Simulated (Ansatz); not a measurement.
An Ansatz (a program for electronic structure) run: ZrO2 with a change (tensor shear ε_xy = −0.33 %); r2SCAN, PAW, 500 eV (Ansatz; no spin-orbit coupling).

Input:

Ansatz 0.2 input:
```yaml
crystal:
  lattice:
    - [5.1542569003, -0.0170090478, 0]
    - [-0.0172449435, 5.2257404451, 0]
    - [-0.8717205396, 0.0028766778, 5.259565719]
  atoms:
    - { symbol: Zr, position: [0.2761300258, 0.042134168, 0.2097257055] }
    - { symbol: Zr, position: [0.7238699742, 0.542134168, 0.2902742945] }
    - { symbol: Zr, position: [0.7238699742, 0.957865832, 0.7902742945] }
    - { symbol: Zr, position: [0.2761300258, 0.457865832, 0.7097257055] }
    - { symbol: O, position: [0.0688249835, 0.3328207506, 0.3446999864] }
    - { symbol: O, position: [0.9311750165, 0.8328207506, 0.1553000136] }
    - { symbol: O, position: [0.9311750165, 0.6671792494, 0.6553000136] }
    - { symbol: O, position: [0.0688249835, 0.1671792494, 0.8446999864] }
    - { symbol: O, position: [0.4496640626, 0.7572694435, 0.4778249225] }
    - { symbol: O, position: [0.5503359374, 0.2572694435, 0.0221750775] }
    - { symbol: O, position: [0.5503359374, 0.2427305565, 0.5221750775] }
    - { symbol: O, position: [0.4496640626, 0.7427305565, 0.9778249225] }
basis: { ecutwfc: 500, ecutrho_ratio: 4, xc_grid: 4, fft_grid_basis: typed }
kpoints: { mp_grid: { grid: [5, 5, 5] } }
hamiltonian:
  xc: r2scan
  dispersion: none
  pseudopotentials: { kind: paw }
scf: { occupations: { method: fermi_dirac, width: 0.05 }, convergence: { dr2_threshold: 0.0000000012 } }
relax: { f_tol: 0.005, max_steps: 50 }
output: { forces: true, stress: true }
checkpoint: { write: state.ck, write_every: 1000 }
```

Output (explanatory and most iteration lines left out):

```
Relaxation: its limit of steps is 50 (relax.max_steps)
Pseudopotential: Zr, paw, valence charge 12
Pseudopotential: O, paw, valence charge 6
Crystal: 12 atoms, lattice volume = 141.664 Å³
Basis set: ecut = 500 eV, 3633 PW (Γ), exchange–correlation on 160×160×160 points (64 copies of the dense FFT grid, shifted against one another)
Bands: 60, of which v1, the nominal top of the filled ones, is band 48 counted from 1 (47 counted from 0)
Symmetry: 2 space group operations
Space group: P-1 (ITA 2), of the structure as read, at distance tolerance 5.2e-5 Å
k-points: 63 of 125
Functional: x = r2scan, c = r2scan; τ floored in thin density (d = 2e-4 eV/Å³)
SCF iter   1: F=—  HF=-21352.683775 eV  |F-HF|=—  |Δ(HF+E_count)|=         —  Δρ=1.40e-2  dr2=3.38e-1  dr2_τ=7.29e-1  ethr=1.77e-3  ⟨swp⟩=5.8  Hψ=13434  notcnv=0  defer=6
SCF iter   2: F=—  HF=-21352.908691 eV  |F-HF|=—  |Δ(HF+E_count)|=   2.25e-1  Δρ=6.55e-3  dr2=2.60e-2  dr2_τ=1.31e-2  ethr=3.52e-4  ⟨swp⟩=2.0  Hψ=6697  notcnv=0  defer=397
SCF 1 converged in 10 iterations: F = -21352.908245 eV  dr2 = 1.84e-10
relax step   1: F+E_penalty+E_count = -21352.90824479 eV  Δ(F+E_penalty+E_count) = +0.000e0 eV  max|allowed force component| = 7.089e-2 eV/Å  Δτ_max = 0.0000 Å  (10 SCF iters, accepted)
Crystal: 12 atoms, lattice volume = 141.664 Å³
SCF iter   1: F=—  HF=-21352.907569 eV  |F-HF|=—  |Δ(HF+E_count)|=         —  Δρ=5.57e-4  dr2=2.18e-4  dr2_τ=7.07e-3  ethr=2.41e-7  ⟨swp⟩=2.0  Hψ=10812  notcnv=0  defer=397
SCF iter   2: F=—  HF=-21352.908650 eV  |F-HF|=—  |Δ(HF+E_count)|=   1.08e-3  Δρ=2.75e-4  dr2=4.84e-5  dr2_τ=8.55e-6  ethr=2.27e-7  ⟨swp⟩=2.0  Hψ=6407  notcnv=0  defer=397
SCF 2 converged in 8 iterations: F = -21352.908655 eV  dr2 = 2.82e-11
relax step   2: F+E_penalty+E_count = -21352.90865495 eV  Δ(F+E_penalty+E_count) = -4.102e-4 eV  max|allowed force component| = 3.113e-2 eV/Å  Δτ_max = 0.0040 Å  (8 SCF iters, accepted)
Crystal: 12 atoms, lattice volume = 141.664 Å³
SCF iter   1: F=—  HF=-21352.908773 eV  |F-HF|=—  |Δ(HF+E_count)|=         —  Δρ=2.11e-4  dr2=2.65e-5  dr2_τ=1.28e-3  ethr=4.45e-7  ⟨swp⟩=3.0  Hψ=9716  notcnv=0  defer=397
SCF iter   2: F=—  HF=-21352.908898 eV  |F-HF|=—  |Δ(HF+E_count)|=   1.25e-4  Δρ=1.10e-4  dr2=7.42e-6  dr2_τ=1.25e-6  ethr=2.76e-8  ⟨swp⟩=2.0  Hψ=7371  notcnv=0  defer=397
SCF 3 converged in 6 iterations: F = -21352.908898 eV  dr2 = 6.17e-10
relax step   3: F+E_penalty+E_count = -21352.90889847 eV  Δ(F+E_penalty+E_count) = -2.435e-4 eV  max|allowed force component| = 7.662e-3 eV/Å  Δτ_max = 0.0017 Å  (6 SCF iters, accepted)
Crystal: 12 atoms, lattice volume = 141.664 Å³
SCF iter   1: F=—  HF=-21352.908901 eV  |F-HF|=—  |Δ(HF+E_count)|=         —  Δρ=1.47e-4  dr2=3.12e-5  dr2_τ=4.90e-4  ethr=1.06e-7  ⟨swp⟩=2.3  Hψ=8015  notcnv=0  defer=397
SCF iter   2: F=—  HF=-21352.908924 eV  |F-HF|=—  |Δ(HF+E_count)|=   2.27e-5  Δρ=7.92e-5  dr2=8.15e-6  dr2_τ=6.57e-7  ethr=3.25e-8  ⟨swp⟩=2.0  Hψ=6341  notcnv=0  defer=397
SCF 4 converged in 6 iterations: F = -21352.908923 eV  dr2 = 1.03e-9
relax step   4: F+E_penalty+E_count = -21352.90892301 eV  Δ(F+E_penalty+E_count) = -2.454e-5 eV  max|allowed force component| = 4.944e-3 eV/Å  Δτ_max = 0.0015 Å  (6 SCF iters, accepted)
Crystal: 12 atoms, lattice volume = 141.664 Å³
SCF iter   1: F=—  HF=-21352.908923 eV  |F-HF|=—  |Δ(HF+E_count)|=         —  Δρ=1.01e-6  dr2=1.03e-9  dr2_τ=8.39e-11  ethr=1.07e-12  ⟨swp⟩=2.0  Hψ=13638  notcnv=0  defer=88
SCF iter   2: F=-21352.908923 eV  HF=-21352.908923 eV  |F-HF|=1.67e-10  |Δ(HF+E_count)|=  2.18e-10  Δρ=5.44e-7  dr2=3.33e-10  dr2_τ=3.53e-11  ethr=1.07e-12  ⟨swp⟩=4.0  Hψ=10950  notcnv=0
SCF 5 converged in 2 iterations: F = -21352.908923 eV  dr2 = 3.33e-10
SCF converged after 2 iterations
Free energy (F): -21352.908923 eV
Internal energy: -21352.908923 eV  (E = F + TS)
E sigma→0 (E₀):  -21352.908923 eV
Fermi energy:    12.164266 eV
--- Forces (eV/Å), atoms counted from 1 ---
  atom   1  Zr     0.00196619     0.00080331     0.00377232
  atom   2  Zr     0.00204464    -0.00080730     0.00377296
  atom   3  Zr    -0.00196619    -0.00080331    -0.00377232
  atom   4  Zr    -0.00204464     0.00080730    -0.00377296
  atom   5  O      0.00077861    -0.00274414    -0.00092590
  atom   6  O      0.00113484     0.00288332    -0.00078998
  atom   7  O     -0.00077861     0.00274414     0.00092590
  atom   8  O     -0.00113484    -0.00288332     0.00078998
  atom   9  O     -0.00420353     0.00494440    -0.00026877
  atom  10  O     -0.00428980    -0.00485284    -0.00039810
  atom  11  O      0.00420353    -0.00494440     0.00026877
  atom  12  O      0.00428980     0.00485284     0.00039810
--- Stress (GPa, compression-positive) ---
        0.005395       0.853041       0.004931
        0.853041       0.008224      -0.061556
        0.004933      -0.061556       0.004429
  P = ⅓ Tr σ = 0.0060 GPa (0.060 kbar)
--- Relaxed structure (4 steps of the walk, 4 accepted, 0 SCFs on fresh bases) ---
  atoms:
    - { symbol: Zr, position: [0.27649948060117346, 0.04232739425995764, 0.20999578974956612] }
    - { symbol: Zr, position: [0.7242429080190312, 0.5419106903500016, 0.29054550519645894] }
    - { symbol: Zr, position: [0.7235005193988266, 0.9576726057400422, 0.7900042102504339] }
    - { symbol: Zr, position: [0.2757570919809687, 0.45808930964999844, 0.7094544948035411] }
    - { symbol: O, position: [0.06871228673594698, 0.33282526709634513, 0.34444109343890755] }
    - { symbol: O, position: [0.9310662885065245, 0.8328007651932811, 0.15500975414937895] }
    - { symbol: O, position: [0.931287713264053, 0.6671747329036547, 0.6555589065610925] }
    - { symbol: O, position: [0.06893371149347578, 0.16719923480671905, 0.8449902458506211] }
    - { symbol: O, position: [0.4503731898105562, 0.7572029797366822, 0.47760517674642455] }
    - { symbol: O, position: [0.5510298794210182, 0.25733403721937104, 0.021967691968266815] }
    - { symbol: O, position: [0.5496268101894438, 0.24279702026331765, 0.5223948232535756] }
    - { symbol: O, position: [0.4489701205789817, 0.7426659627806288, 0.9780323080317331] }
```

The cells carry an imposed strain or load. No phonon test of stability was made. The cell was made from ZrO$_{2}$ (space group P2_1/c, No. 14) by this change: tensor shear ε_xy = −0.33 %.
